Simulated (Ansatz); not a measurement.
## As under changes of volume

One of the cells (22.434 Å³/atom); the others are scaled copies at fixed shape and fractional positions:

```
As
1.0
     1.82500   -5.50000    0.00000
     1.82500    5.50000    0.00000
     0.00000    0.00000    4.47000
As
4
Direct
  0.39000 0.61000 0.56000
  0.89000 0.11000 0.94000
  0.61000 0.39000 0.44000
  0.11000 0.89000 0.06000
```

This isn't the form of As at room conditions, which is rhombohedral.

| Property | Result |
| --- | --- |
| Program | Ansatz 0.2.0 |
| Functional | PBEsol |
| Potentials or basis | all-electron LAPW, scalar-relativistic |
| Cutoff | 299 eV (chosen from the basis error) |
| Basis error allowed | 0.001 eV/atom |
| k mesh | 8 × 8 × 6 |
| Occupations | fermi-dirac, width 0.05 eV |
| Spin | no spin polarisation |

| volume (Å³/atom) | energy over the lowest point (meV/atom) | pressure (GPa) | largest force (eV/Å) |
| --- | --- | --- | --- |
| 21.088 | ? | ? | ? |
| 21.536 | 6.83 | 2.8 | 0.340 |
| 21.985 | 1.26 | 1.2 | 0.180 |
| 22.434 | 0.00 | -0.3 | 0.113 |
| 22.882 | 2.64 | -1.6 | 0.209 |
| 23.331 | 8.79 | -2.8 | 0.340 |
| 23.780 | 18.08 | -3.9 | 0.469 |

**Question.** What does the run at 21.088 Å³/atom give?

**Answer.** Energy over the lowest point 17.18 meV/atom; pressure 4.6 GPa; largest force 0.527 eV/Å.

Worked out: A Birch-Murnaghan fit of order 3 (a polynomial in V^(-2/3)) to the other rows has its minimum at 22.35 Å³/atom with B0 = V·E''(V) = 71 GPa and B' = 4.3 at fixed shape and positions, which overstates the stiffness. It gives 17.20 meV/atom at 21.088 Å³/atom, against the run's 17.18, and -dE/dV = 4.6 GPa, against 4.6.

Energies are extrapolated to zero smearing.
